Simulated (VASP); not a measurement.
# GaN (F-43m) in VASP: settings compared, part 2 of 2

VASP 6.6.1. Earlier steps stand in the parts before.

### 3 Single point, PBE (atoms moved at random, drawn with an rms of 0.05 Å)

INCAR

```
SYSTEM = GaN
PREC = Accurate
ENCUT = 520
EDIFF = 1E-7
ISMEAR = -1
SIGMA = 0.05
LREAL = .FALSE.
LASPH = .TRUE.
NELM = 60
ALGO = Normal
ISIF = 2
LWAVE = .FALSE.
LCHARG = .FALSE.
GGA = PE
NBANDS = 16
```

KPOINTS

```
regular mesh
0
G
  10 10 10
  0 0 0
```

POSCAR

```
GaN
1.0
    0.0000000000      2.2535006075      2.2535006075
    2.2535006075      0.0000000000      2.2535006075
    2.2535006075      2.2535006075      0.0000000000
Ga N
1 1
Direct
    0.0064260000     -0.0016860000     -0.0053100000
    0.2425010000      0.2481970000      0.2566230000
```

Potentials or basis: VASP PAW PBE potentials, release 64 (Ga_d, N).

Started as:

```console
$ cat potpaw_PBE.64/Ga_d/POTCAR potpaw_PBE.64/N/POTCAR > POTCAR
$ mpirun -np 1 vasp_std > vasp.out
```

OUTCAR:

```text
SYSTEM = GaN
   PREC = Accurate
   ENCUT = 520
   EDIFF = 1E-7
   ISMEAR = -1
   LREAL = .FALSE.
   LASPH = .TRUE.
   NELM = 60
   ISIF = 2
   GGA = PE

 ion  position               nearest neighbor table
   1  0.006  0.998  0.995-   2 1.92   2 1.95   2 1.95   2 1.99
   2  0.243  0.248  0.257-   1 1.92   1 1.95   1 1.95   1 1.99

  LATTYP: Found a face centered cubic cell.
 ALAT       =     4.5070012150

  Lattice vectors:

 A1 = (   0.0000000000,   2.2535006075,   2.2535006075)
 A2 = (   2.2535006075,   0.0000000000,   2.2535006075)
 A3 = (   2.2535006075,   2.2535006075,   0.0000000000)

Analysis of symmetry for initial positions (statically):
=====================================================================
 Subroutine PRICEL returns:
 Original cell was already a primitive cell.

 Routine SETGRP: Setting up the symmetry group for a
 face centered cubic supercell.

 Subroutine GETGRP returns: Found  1 space group operations
 (whereof  1 operations were pure point group operations)
 out of a pool of 48 trial point group operations.

The static configuration has the point symmetry C_1 .
[... 184 lines left out ...]

  energy without entropy =      -12.13279830  energy(sigma->0) =      -12.13279830

 E-fermi :   6.2034     XC(G=0): -11.6668

 val. band max:        5.3623917638   @ k =   0.0000   0.0000   0.0000
 cond. band min:       7.0061701253   @ k =   0.0000   0.0000   0.0000
 fundamental gap:      1.6437783615
 Fermi energy:         6.2034407253

 k-point     1 :       0.0000    0.0000    0.0000
  band No.  band energies     occupation
      1     -10.6584      2.00000
      2      -8.1744      2.00000
      3      -8.1640      2.00000
      4      -8.1477      2.00000
      5      -7.8442      2.00000
      6      -7.8436      2.00000
[... 737 lines left out ...]
      3      -8.0635      2.00000
      4      -7.8928      2.00000
      5      -7.8155      2.00000
      6      -7.6485      2.00000
[... 8 lines left out ...]
     15      23.0798      0.00000
     16      23.9252      0.00000

 [... further k-points ...]

------------------------ aborting loop because EDIFF is reached ----------------------------------------

  FORCE on cell =-STRESS in cart. coord.  units (eV):
  Direction    XX          YY          ZZ          XY          YZ          ZX
  --------------------------------------------------------------------------------------
  -------------------------------------------------------------------------------------
  Total        0.7450614      0.7582478      0.7393379      0.2645725     -0.2212898      0.0065709
  in kB       52.1554418     53.0785106     51.7547837     18.5204829    -15.4906261      0.4599698
  external PRESSURE =      52.3295787 kB  Pullay stress =       0.0000000 kB

 VOLUME and BASIS-vectors are now :
 -----------------------------------------------------------------------------
  energy-cutoff  :      520.00
  volume of cell :       22.89
      direct lattice vectors                 reciprocal lattice vectors
     0.000000000  2.253500607  2.253500607    -0.221877020  0.221877020  0.221877020
     2.253500607  0.000000000  2.253500607     0.221877020 -0.221877020  0.221877020
     2.253500607  2.253500607  0.000000000     0.221877020  0.221877020 -0.221877020

 POSITION                                       TOTAL-FORCE (eV/Angst)
 -----------------------------------------------------------------------------------
      4.49124      2.25602      2.26418         0.319706     -0.010127     -0.381905
      1.13761      1.12478      1.10579        -0.319706      0.010127      0.381905
 -----------------------------------------------------------------------------------
    total drift:                               -0.000026      0.000058      0.000076

  FREE ENERGIE OF THE ION-ELECTRON SYSTEM (eV)
  ---------------------------------------------------
  free  energy   TOTEN  =       -12.1327982959 eV

  energy  without entropy=      -12.1327982955  energy(sigma->0) =      -12.13279830
```

OSZICAR:

```text
N       E                     dE             d eps       ncg     rms          rms(c)
DAV:   1     0.798873533274E+02    0.79887E+02   -0.93510E+03 18224   0.202E+03
DAV:   2    -0.850382478946E+01   -0.88391E+02   -0.82428E+02 18608   0.324E+02
DAV:   3    -0.140749566644E+02   -0.55711E+01   -0.55510E+01 18928   0.694E+01
DAV:   4    -0.141366856125E+02   -0.61729E-01   -0.61722E-01 20208   0.782E+00
DAV:   5    -0.141375229969E+02   -0.83738E-03   -0.83738E-03 19360   0.811E-01    0.773E+00
DAV:   6    -0.121319181967E+02    0.20056E+01   -0.49251E+00 24384   0.398E+01    0.268E+00
DAV:   7    -0.121404805402E+02   -0.85623E-02   -0.32055E-01 17848   0.659E+00    0.177E+00
DAV:   8    -0.121367586194E+02    0.37219E-02   -0.58102E-02 18272   0.327E+00    0.793E-01
DAV:   9    -0.121325292576E+02    0.42294E-02   -0.14400E-02 24648   0.273E+00    0.201E-01
DAV:  10    -0.121328906773E+02   -0.36142E-03   -0.15046E-03 18416   0.533E-01    0.984E-02
DAV:  11    -0.121327931988E+02    0.97479E-04   -0.28068E-04 23752   0.255E-01    0.822E-03
DAV:  12    -0.121327985897E+02   -0.53909E-05   -0.29766E-05 18400   0.521E-02    0.104E-02
DAV:  13    -0.121327983750E+02    0.21464E-06   -0.74633E-07 20120   0.141E-02    0.307E-03
DAV:  14    -0.121327982959E+02    0.79168E-07   -0.53340E-08 14384   0.293E-03
   1 F= -.12132798E+02 E0= -.12132798E+02  d E =-.400734E-09
```

Wall time 3.5 min (1 thread of Intel Xeon Platinum 8375C at 2.90GHz (Ice Lake), shared host); peak memory 0.29 GiB.

What came out:

* Free energy: -12.1328 eV
* Pressure: 5.2 GPa
* Largest force: 0.498 eV/Å
* Band gap on the k mesh: 1.64 eV, direct

Forces on the atoms (eV/Å):
```
Ga   0.320 -0.010 -0.382
N   -0.320  0.010  0.382
```

Stress tensor (GPa, compression positive):
```
 5.22  1.85  0.05
 1.85  5.31 -1.55
 0.05 -1.55  5.18
```

### 4 Single point, PBEsol

INCAR

```
PREC = Accurate
ENCUT = 520
EDIFF = 1E-7
ISMEAR = -1
SIGMA = 0.05
LREAL = False
LASPH = True
NELM = 80
ALGO = Normal
ISIF = 2
LWAVE = False
LCHARG = False
GGA = PS
NBANDS = 16
```

KPOINTS

```
regular mesh
0
Gamma
  10 10 10
```

POSCAR

```
GaN
1.0
    0.0000000000      2.2535006075      2.2535006075
    2.2535006075      0.0000000000      2.2535006075
    2.2535006075      2.2535006075      0.0000000000
Ga N
1 1
Direct
    0.0000000000      0.0000000000      0.0000000000
    0.2500000000      0.2500000000      0.2500000000
```

Started as:

```console
$ cat potpaw_PBE.64/Ga_d/POTCAR potpaw_PBE.64/N/POTCAR > POTCAR
$ mpirun -np 1 vasp_std > vasp.out
```

Wall time 20 s (1 thread of Intel Xeon Platinum 8375C at 2.90GHz (Ice Lake), shared host); peak memory 0.14 GiB.

It converged, with:

```
Free energy            : -13.1220 eV
Pressure               : -1.3 GPa
Band gap on the k mesh : 1.68 eV, direct
```

Levels at points of the mesh, in eV from the valence-band top:
```tsv
k point	band 6	band 7	band 8	band 9	band 10	band 11	band 12	band 13
(0.00, 0.00, 0.00)	-13.08	0.00	0.00	0.00	1.68	10.20	10.20	10.20
(0.50, 0.00, 0.00)	-11.83	-7.11	-0.98	-0.98	4.56	8.63	10.26	10.26
(0.50, 0.50, 0.00)	-11.40	-6.18	-2.73	-2.73	3.22	6.56	11.57	13.88
```

Caveat: the PAW data sets were made with another functional, which shifts forces and pressure a little.

### 5 The runs side by side

| level | cell | ladder | gap on the mesh (eV) | pressure (GPa) |
| --- | --- | --- | --- | --- |
| PBE | as given | - | 1.72 | 5.1 |
| PBE | atoms moved at random, drawn with an rms of 0.05 Å | - | 1.64 | 5.2 |
| PBEsol | as given | free | 1.68 | -1.3 |

Alike in all rows: task single point; potentials or basis VASP PAW PBE potentials, release 64 (Ga_d, N); no spin polarisation; k mesh 10 × 10 × 10; cutoff (eV) 520; smearing fermi-dirac 0.05 eV.

Caveats: the PAW data sets were made with another functional, which shifts forces and pressure a little (some runs).

Absolute energies hang on the potentials; compare differences alone.

### 6 Comparison with measurements

Step 2. Measured gap of GaN: 3.299 eV (direct; 0 K; a printed reference work, textbook). This calculation gives 1.72 eV (-1.57 eV). Spin-orbit coupling on Ga is left out. The value is that of PBE, without temperature or zero-point motion. Semilocal functionals fall short of measured gaps as a rule. The cell is a database's relaxed one, not the measured one, which moves gaps too.

Step 4. Measured gap of GaN: 3.299 eV (direct; 0 K; a printed reference work, textbook). This calculation gives 1.68 eV (-1.62 eV). Spin-orbit coupling on Ga is left out. The value is that of PBEsol, without temperature or zero-point motion. Semilocal functionals fall short of measured gaps as a rule. The cell is a database's relaxed one, not the measured one, which moves gaps too.
